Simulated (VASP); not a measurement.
# Settings for BaTe: self-consistent run

BaTe, P4mm (no. 99), 2 atoms in the cell. LDA; PAW potentials Ba_sv, Te (LDA set). VASP 6.6.1. The cell is changed on purpose: last atom moved by 0.05 Å along z, cell strained by -1.0% along z.

Wanted: energy within 10 meV/atom; forces within 0.05 eV/Å.

What the run is for: forces; Accuracy asked: screening.

POSCAR:
```
BaTe
1.0
    4.2624660000      0.0000000000      0.0000000000
    0.0000000000      4.2624660000      0.0000000000
    0.0000000000      0.0000000000      4.2198413400
Ba Te
1 1
Direct
    0.0000000000      0.0000000000      0.0000000000
    0.5000000000      0.5000000000      0.5117303000
```

The series start from Plane-wave cutoff (eV): 240; k-point mesh: 5 × 5 × 5; Precision mode (PREC): Accurate; Electronic threshold (eV): 1e-6; Bands in all (NBANDS): 18; Electronic algorithm: ALGO=Normal; Density mixing: defaults; Placing of the Fermi level (EFERMI): EFERMI=MIDGAP. Each series keeps the choices made before it, and each single choice may use up half of a tolerance.

## Plane-wave cutoff (eV)

| Plane-wave cutoff (eV) | Energy less reference (meV/atom) | Forces, largest deviation (eV/Å) | SCF iterations | Time (s) |
|---|---|---|---|---|
| 150 | -1 | 0.001 | 13 | 7.0 |
| 180 | -3 | 0.001 | 14 | 7.8 |
| 210 | -2 | 0.000 | 14 | 8.3 |
| 240 | -1 | 0.000 | 14 | 12 |
| 280 | 0 | 0.000 | 14 | 12 |
| 320 | 0 | 0.000 | 14 | 24 |
| 390 | 0 | 0.000 | 14 | 22 |
| 490 | 0 | 0.000 | 14 | 32 |
| 600 (reference) | 0 | 0.000 | 14 | 46 |

Chosen: 150, the loosest value from which every tighter one stays within half of the tolerance.

## k-point mesh

| k-point mesh | Energy less reference (meV/atom) | Forces, largest deviation (eV/Å) | SCF iterations | Time (s) |
|---|---|---|---|---|
| 2 × 2 × 2 | 471 | 0.264 | 12 | 3.7 |
| 3 × 3 × 3 | 68 | 0.031 | 12 | 3.2 |
| 4 × 4 × 4 | 23 | 0.015 | 14 | 6.4 |
| 5 × 5 × 5 | 7 | 0.006 | 13 | 7.0 |
| 7 × 7 × 7 | 1 | 0.001 | 14 | 12 |
| 8 × 8 × 8 | 1 | 0.001 | 14 | 24 |
| 10 × 10 × 10 (reference) | 0 | 0.000 | 14 | 34 |

Chosen: 7 × 7 × 7.

## Precision mode (PREC)

| Precision mode (PREC) | Energy less reference (meV/atom) | Forces, largest deviation (eV/Å) | SCF iterations | Time (s) |
|---|---|---|---|---|
| SingleN | -5 | 0.010 | 14 | 6.7 |
| Normal | 0 | 0.000 | 14 | 7.0 |
| Single | 0 | 0.001 | 14 | 14 |
| Accurate (reference) | 0 | 0.000 | 14 | 12 |

Chosen: SingleN.

## Electronic threshold (eV)

| Electronic threshold (eV) | Energy less reference (meV/atom) | Forces, largest deviation (eV/Å) | SCF iterations | Time (s) |
|---|---|---|---|---|
| 0.001 | 0 | 0.000 | 9 | 4.2 |
| 0.0001 | 0 | 0.000 | 9 | 4.8 |
| 1e-5 | 0 | 0.000 | 11 | 5.8 |
| 1e-6 | 0 | 0.000 | 14 | 6.7 |
| 1e-7 | 0 | 0.000 | 14 | 6.8 |
| 1e-8 (reference) | 0 | 0.000 | 16 | 7.2 |

Chosen: 0.001.

## Bands in all (NBANDS)

| Bands in all (NBANDS) | Energy less reference (meV/atom) | Forces, largest deviation (eV/Å) | SCF iterations | Time (s) |
|---|---|---|---|---|
| 9 | 0 | 0.000 | 9 | 3.4 |
| 10 | 0 | 0.000 | 9 | 3.5 |
| 12 | 0 | 0.001 | 9 | 3.5 |
| 14 | 0 | 0.001 | 9 | 4.0 |
| 18 | 0 | 0.000 | 9 | 4.2 |
| 28 (reference) | 0 | 0.000 | 9 | 7.2 |

Chosen: 9.

## Electronic algorithm

| Electronic algorithm | Energy less reference (meV/atom) | Forces, largest deviation (eV/Å) | SCF iterations | Time (s) |
|---|---|---|---|---|
| ALGO=Normal | 0 | 0.000 | 9 | 3.4 |
| ALGO=Fast | 0 | 0.002 | 11 | 3.9 |
| ALGO=VeryFast | 0 | 0.003 | 16 | 3.9 |
| ALGO=All ISEARCH=1 | 0 | 0.000 | 11 | 4.2 |
| ALGO=All ISEARCH=0 | 0 | 0.000 | 11 | 4.6 |
| ALGO=Damped TIME=0.4 | 1 | 0.001 | 14 | 4.3 |
| ALGO=Damped TIME=0.1 | 1 | 0.001 | 20 | 5.6 |

Chosen: ALGO=Normal; no other choice that stays within half of the tolerance saves 30 % of the time.

## Density mixing

| Density mixing | Energy less reference (meV/atom) | Forces, largest deviation (eV/Å) | SCF iterations | Time (s) |
|---|---|---|---|---|
| defaults | 0 | 0.000 | 9 | 3.4 |
| MIXPRE=0 | 0 | 0.001 | 9 | 3.3 |
| AMIX=0.6 | 0 | 0.000 | 8 | 2.8 |
| MAXMIX=-10 | 0 | 0.000 | 9 | 3.0 |
| INIMIX=0 | 0 | 0.003 | 8 | 3.1 |
| BMIX=0.5 | 0 | 0.001 | 8 | 3.4 |
| AMIX=0.8 | 0 | 0.000 | 9 | 3.4 |

Chosen: defaults.

## Placing of the Fermi level (EFERMI)

| Placing of the Fermi level (EFERMI) | Energy less reference (meV/atom) | Forces, largest deviation (eV/Å) | SCF iterations | Time (s) |
|---|---|---|---|---|
| EFERMI=MIDGAP | 0 | 0.000 | 9 | 3.4 |
| EFERMI=LEGACY | 0 | 0.000 | 9 | 3.2 |

Chosen: EFERMI=MIDGAP.

## All choices together

| Input | Energy less reference (meV/atom) | Forces, largest deviation (eV/Å) | Time (s) |
|---|---|---|---|
| the program's defaults (naive) | 66 | 0.027 | 1.5 |
| chosen settings | -5 | 0.006 | 3.4 |
| reference settings throughout | 0 | 0.000 | 429 |

The tolerance is met.

Values of the reference run: Forces: 0, 0, 0.03642, 0, 0, -0.03642 eV/Å.

## The input

INCAR:
```
  ALGO = Normal
  EDIFF = 0.001
  EFERMI = MIDGAP
  ENCUT = 150
  GGA = CA
  GGA_COMPAT = False
  ISIF = 2
  ISMEAR = 0
  LASPH = True
  LCHARG = False
  LREAL = False
  LWAVE = False
  NBANDS = 9
  NELM = 120
  PREC = SingleN
  SIGMA = 0.03
```

KPOINTS:
```
Automatic mesh
0
Gamma
  7 7 7
  0 0 0
```

Commands:
```
cat potpaw_LDA.64/Ba_sv/POTCAR potpaw_LDA.64/Te/POTCAR > POTCAR
mpirun -np 1 vasp_std > vasp.out
```

The chosen input took VASP 6.6.1 3.4 s on 1 core (Intel Xeon Platinum 8488C (Sapphire Rapids)), a shared host.

## An input that fails: too few electronic steps

The electronic loop stops at its limit of 7 steps.

Changes against the starting input:
```
- NELM = 120
+ NELM = 7
```
